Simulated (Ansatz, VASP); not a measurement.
**Hg in VASP and in Ansatz**

```
CELL_PARAMETERS angstrom
-2.06969 2.06969 1.80226
2.06969 -2.06969 1.80226
2.06969 2.06969 -1.80226
ATOMIC_POSITIONS crystal
Hg 0.00000 0.00000 0.00000
```

Alike in both runs: task single point; functional PBE; k mesh 6 × 6 × 6; occupations gaussian, width 0.1 eV; no spin polarisation.

```csv
,VASP,Ansatz
version,VASP 6.6.1,Ansatz 0.2.0
potentials or method,"VASP PAW PBE potentials, release 64 (Hg)","scalar-relativistic, plane waves, PAW"
plane-wave cutoff (eV),520,420
valence electrons in the cell,12,20
```

|  | VASP | Ansatz | Ansatz less VASP |
| --- | --- | --- | --- |
| gap on the k mesh at the Fermi level (eV) | none | none | - |
| pressure (GPa) | -0.1 | -0.2 | -0.08 |
| largest component of the traceless stress (GPa) | 0.25 | 0.26 | +0.015 |

A gap of «none» marks a metal or a gap that the smearing closes. With one functional, cell and mesh, what is left measures potentials, basis and numerics. The two sets of potentials don't hold the same shells in valence.

Caveats: the k mesh is coarse (spacing up to 0.39 Å⁻¹), so the values aren't converged. The runs have no spin-orbit coupling, so splittings on Hg are missing.
